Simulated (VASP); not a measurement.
# Li (Im-3m) in VASP: notebook, part 2 of 2

VASP 6.6.1. Earlier steps stand in the parts before.

## Step 4: Relaxation of cell and atoms, PBEsol

The input, INCAR:

```
SYSTEM = Li
PREC = Accurate
ENCUT = 580
EDIFF = 1E-7
ISMEAR = 0
SIGMA = 0.1
LREAL = .False.
LASPH = .True.
NELM = 80
ALGO = Normal
ISIF = 3
LWAVE = .False.
LCHARG = .False.
GGA = PS
IBRION = 2
NSW = 90
EDIFFG = -0.005
```

The input, KPOINTS:

```
regular mesh
0
Gamma
  16 16 16
  0 0 0
```

The input, POSCAR:

```
Li
1.0
   -1.7392550000      1.7392550000      1.7392550000
    1.7392550000     -1.7392550000      1.7392550000
    1.7392550000      1.7392550000     -1.7392550000
Li
1
Direct
    0.0000000000      0.0000000000      0.0000000000
```

Potentials or basis: VASP PAW PBE potentials, release 64 (Li).

On the command line:

```bash
$ cat potpaw_PBE.64/Li/POTCAR > POTCAR
$ mpirun -np 1 vasp_std > vasp.out
```

OUTCAR:

```text
SYSTEM = Li
   PREC = Accurate
   ENCUT = 580
   EDIFF = 1E-7
   ISMEAR = 0
   LREAL = .False.
   LASPH = .True.
   NELM = 80
   ISIF = 3
   GGA = PS
   IBRION = 2
   NSW = 90
   EDIFFG = -0.005

 ion  position               nearest neighbor table
   1  0.000  0.000  0.000-

  LATTYP: Found a body centered cubic cell.
 ALAT       =     3.4785100000

  Lattice vectors:

 A1 = (  -1.7392550000,   1.7392550000,   1.7392550000)
 A2 = (   1.7392550000,  -1.7392550000,   1.7392550000)
 A3 = (   1.7392550000,   1.7392550000,  -1.7392550000)

Analysis of symmetry for initial positions (statically):
=====================================================================
 Subroutine PRICEL returns:
 Original cell was already a primitive cell.

 Routine SETGRP: Setting up the symmetry group for a
 body centered cubic supercell.

 Subroutine GETGRP returns: Found 48 space group operations
 (whereof 48 operations were pure point group operations)
 out of a pool of 48 trial point group operations.

The static configuration has the point symmetry O_h .

Analysis of symmetry for dynamics (positions and initial velocities):
=====================================================================
 Subroutine PRICEL returns:
 Original cell was already a primitive cell.

 Routine SETGRP: Setting up the symmetry group for a
 body centered cubic supercell.

 Subroutine GETGRP returns: Found 48 space group operations
 (whereof 48 operations were pure point group operations)
 out of a pool of 48 trial point group operations.

The dynamic configuration has the point symmetry O_h .

 Subroutine INISYM returns: Found 48 space group operations
 (whereof 48 operations are pure point group operations),
 and found     1 'primitive' translations

----------------------------------------------------------------------------------------

[... 119 lines left out ...]
   LEPSILON=     F    determine dielectric tensor
   LRPA    =     F    only Hartree local field effects (RPA)
 conjugate gradient relaxation of ions
 non-spin polarized calculation
 Gauss-broadening in eV      SIGMA  =   0.10
  energy-cutoff  :      580.00
  volume of cell :       21.05
 maximum number of plane-waves:       682
   NGX = 11   NGY = 11   NGZ = 11

--------------------------------------- Ionic step        1  -------------------------------------------

 number of electron       1.0000000 magnetization

 Free energy of the ion-electron system (eV)
  ---------------------------------------------------
  ext. energy  EPLUGINS =         0.00000000
  ---------------------------------------------------
  free energy    TOTEN  =        -1.95939720 eV

  energy without entropy =       -1.95651868  energy(sigma->0) =       -1.95795794

------------------------ aborting loop because EDIFF is reached ----------------------------------------

  FORCE on cell =-STRESS in cart. coord.  units (eV):
  Direction    XX          YY          ZZ          XY          YZ          ZX
  --------------------------------------------------------------------------------------
  -------------------------------------------------------------------------------------
  Total       -0.0515142     -0.0515142     -0.0515142      0.0000000     -0.0000000      0.0000000
  in kB       -3.9218242     -3.9218242     -3.9218242      0.0000000     -0.0000000      0.0000000
  external PRESSURE =      -3.9218242 kB  Pullay stress =       0.0000000 kB
[... 92 lines left out ...]
--------------------------------------- Ionic step        4  -------------------------------------------

 number of electron       1.0000000 magnetization

 Free energy of the ion-electron system (eV)
  ---------------------------------------------------
  ext. energy  EPLUGINS =         0.00000000
  ---------------------------------------------------
  free energy    TOTEN  =        -1.96018031 eV

  energy without entropy =       -1.95730143  energy(sigma->0) =       -1.95874087

 E-fermi :   0.3780     XC(G=0):  -6.7665

 val. band max:        0.3553412263   @ k =   0.2500   0.2500   0.0000
 cond. band min:       0.3902494356   @ k =   0.3125   0.1875   0.0000
 fundamental gap:      0.0349082093
 Fermi energy:         0.3780202505

 k-point     1 :       0.0000    0.0000    0.0000
  band No.  band energies     occupation
      1      -3.1746      2.00000
      2      15.0631      0.00000
      3      15.0631      0.00000
      4      15.0631      0.00000
[... 155 lines left out ...]
 k-point    24 :       0.2500    0.1875   -0.0000
  band No.  band energies     occupation
      1      -0.4424      2.00000
      2       6.3512      0.00000
      3       8.5515      0.00000
      4      11.5508      0.00000

 [... further k-points ...]

------------------------ aborting loop because EDIFF is reached ----------------------------------------

  FORCE on cell =-STRESS in cart. coord.  units (eV):
  Direction    XX          YY          ZZ          XY          YZ          ZX
  --------------------------------------------------------------------------------------
  -------------------------------------------------------------------------------------
  Total        0.0002023      0.0002023      0.0002023      0.0000000     -0.0000000      0.0000000
  in kB        0.0158745      0.0158745      0.0158745      0.0000000     -0.0000000      0.0000000
  external PRESSURE =       0.0158745 kB  Pullay stress =       0.0000000 kB
[... 16 lines left out ...]
  FREE ENERGIE OF THE ION-ELECTRON SYSTEM (eV)
  ---------------------------------------------------
  free  energy   TOTEN  =        -1.9601803094 eV

  energy  without entropy=       -1.9573014286  energy(sigma->0) =       -1.95874087

 reached required accuracy - stopping structural energy minimisation
```

OSZICAR:

```text
N       E                     dE             d eps       ncg     rms          rms(c)
DAV:   1    -0.167928087944E+01   -0.16793E+01   -0.17387E+02  1204   0.907E+01
DAV:   2    -0.195778329035E+01   -0.27850E+00   -0.21932E+00  1508   0.704E+00
DAV:   3    -0.196076301472E+01   -0.29797E-02   -0.29592E-02  1364   0.774E-01
DAV:   4    -0.196076832401E+01   -0.53093E-05   -0.53092E-05  1400   0.287E-02
[... 17 lines left out ...]
DAV:   4    -0.196017010871E+01   -0.10782E-07   -0.35472E-09   624   0.448E-04
   3 F= -.19601701E+01 E0= -.19587307E+01  d E =-.772906E-03
       N       E                     dE             d eps       ncg     rms          rms(c)
DAV:   1    -0.196018025293E+01   -0.10155E-04   -0.35508E-05  1252   0.321E-02    0.102E-03
DAV:   2    -0.196018030942E+01   -0.56492E-07   -0.36622E-07  1272   0.534E-03
   4 F= -.19601803E+01 E0= -.19587409E+01  d E =-.783106E-03
```

CONTCAR:

```text
Li
   1.00000000000000
    -1.7218203836947525    1.7218203836947525    1.7218203836947525
     1.7218203836947525   -1.7218203836947525    1.7218203836947525
     1.7218203836947525    1.7218203836947525   -1.7218203836947525
  Li
     1
Direct
     0.0000000000000000    0.0000000000000000    0.0000000000000000

  0.00000000E+00  0.00000000E+00  0.00000000E+00
```

It took 5.4 s on 1 thread of Intel Xeon 6975P-C (Granite Rapids), shared host; peak memory 0.14 GiB.

Results:

```
Free energy                            : -1.9602 eV
Relaxed volume                         : 20.42 Å³/atom
Relaxed cell                           : a = 2.982 Å, b = 2.982 Å, c = 2.982 Å, α = 109.47°, β = 109.47°, γ = 109.47°
Space group after relaxing (to 0.05 Å) : Im-3m (No. 229)
Energy gained by relaxing              : 0.8 meV/atom
Ionic steps                            : 4
Pressure after relaxing                : 0.0 GPa
Band gap on the k mesh                 : none (metal or under the smearing width)
```

Step by step:
```
step  energy change (eV)  largest force (eV/Å)  pressure (GPa)  volume (Å³)
   1              0.0000                0.0000           -0.39        21.05
   2             -0.0003                0.0000           -0.30        20.89
   3             -0.0008                0.0000           -0.05        20.49
   4             -0.0008                0.0000            0.00        20.42
```

Final structure:
```yaml
crystal:
  lattice:
    - [-1.72182, 1.72182, 1.72182]
    - [1.72182, -1.72182, 1.72182]
    - [1.72182, 1.72182, -1.72182]
  atoms:
    - { symbol: Li, position: [0.00000, 0.00000, 0.00000] }
```

Levels at points of the mesh, in eV from the Fermi level:
| k point | band 1 | band 2 | band 3 |
| --- | --- | --- | --- |
| (0.00, 0.00, 0.00) | -3.55 | 14.69 | 14.69 |
| (0.50, 0.00, 0.00) | 0.26 | 3.24 | 10.37 |
| (0.50, 0.50, 0.50) | 5.51 | 5.51 | 5.51 |

Caveat: the PAW data sets were made with another functional, which shifts forces and pressure a little.

## Step 5: Relaxation of cell and atoms, PBEsol

Edit INCAR of step 4 so:

```diff
@@ -2,3 +2,3 @@
 PREC = Accurate
-ENCUT = 580
+ENCUT = 480
 EDIFF = 1E-7
```

KPOINTS is that of step 4.

POSCAR is that of step 4.

Potentials or basis: VASP PAW PBE potentials, release 64 (Li_sv).

On the command line:

```bash
$ cat potpaw_PBE.64/Li_sv/POTCAR > POTCAR
$ mpirun -np 1 vasp_std > vasp.out
```

Wall time 8.5 s (1 thread of Intel Xeon 6975P-C (Granite Rapids), shared host); peak memory 0.13 GiB.

The run converged, but a check on its numbers failed (symmetry, net force, bounds or a known fault of this set-up), so they aren't taken as properties of the crystal.

Caveat: the cutoff lies under the usual one of these potentials, so the numbers hold a large basis-set error; the PAW data sets were made with another functional, which shifts forces and pressure a little.

## Step 6: Relaxation of cell and atoms, RPBE

Edit INCAR of step 5 so:

```diff
@@ -2,3 +2,3 @@
 PREC = Accurate
-ENCUT = 480
+ENCUT = 600
 EDIFF = 1E-7
@@ -13,3 +13,3 @@
 LCHARG = .False.
-GGA = PS
+GGA = RP
 IBRION = 2
```

KPOINTS is that of step 5.

POSCAR is that of step 5.

Potentials or basis: VASP PAW PBE potentials, release 64 (Li_sv).

On the command line:

```bash
$ cat potpaw_PBE.64/Li_sv/POTCAR > POTCAR
$ mpirun -np 1 vasp_std > vasp.out
```

Wall time 8.3 s (1 thread of Intel Xeon 6975P-C (Granite Rapids), shared host); peak memory 0.14 GiB.

The run converged. Its results:

```yaml
Free_energy: -1.8127 eV
Relaxed_volume: 20.83 Å³/atom
Relaxed_cell: a = 3.002 Å, b = 3.002 Å, c = 3.002 Å, α = 109.47°, β = 109.47°, γ = 109.47°
Space_group_after_relaxing_to_0.05_Å: Im-3m (No. 229)
Energy_gained_by_relaxing: 0.1 meV/atom
Ionic_steps: 3
Pressure_after_relaxing: 0.0 GPa
Band_gap_on_the_k_mesh: none (metal or under the smearing width)
```

Final structure:
```xyz
1
Lattice="-1.7332 1.7332 1.7332 1.7332 -1.7332 1.7332 1.7332 1.7332 -1.7332" Properties=species:S:1:pos:R:3 pbc="T T T"
Li    0.0000    0.0000    0.0000
```

Levels at points of the mesh, in eV from the Fermi level:
| k point | band 1 | band 2 | band 3 | band 4 | band 5 |
| --- | --- | --- | --- | --- | --- |
| (0.00, 0.00, 0.00) | -46.76 | -3.53 | 14.57 | 14.57 | 14.57 |
| (0.50, 0.00, 0.00) | -46.74 | 0.26 | 3.18 | 10.31 | 11.73 |
| (0.50, 0.50, 0.50) | -46.73 | 5.49 | 5.49 | 5.49 | 7.62 |

Caveat: the cutoff is under 1.25 times the usual one of these potentials, so pressure, stress and relaxed cells hold a basis-set (Pulay) error; the PAW data sets were made with another functional, which shifts forces and pressure a little.

## Step 7: Summary

```csv
task,level,potentials or basis,cell,k mesh,cutoff (eV),mesh quality,gap on the mesh (eV),pressure (GPa),relaxed volume (Å³/atom)
relaxation of cell and atoms,PBEsol,"VASP PAW PBE potentials, release 64 (Li_sv)",relaxed,6 × 6 × 6,600,coarse,none,0.0,20.28
single point,PBEsol,"VASP PAW PBE potentials, release 64 (Li_sv)",as given,16 × 16 × 16,520,not flagged,none,-,-
relaxation of cell and atoms,PBEsol,"VASP PAW PBE potentials, release 64 (Li)",relaxed,16 × 16 × 16,580,not flagged,none,0.0,20.42
relaxation of cell and atoms,RPBE,"VASP PAW PBE potentials, release 64 (Li_sv)",relaxed,16 × 16 × 16,600,not flagged,none,0.0,20.83
```

Alike in all rows: no spin polarisation; smearing gaussian 0.1 eV.

Caveats: some runs use coarse meshes; the PAW data sets were made with another functional, which shifts forces and pressure a little; the cutoff is under 1.25 times the usual one of these potentials, so pressure, stress and relaxed cells hold a basis-set (Pulay) error (some runs).

Total energies depend on the potentials used, so only differences within one code and one set of settings carry meaning.
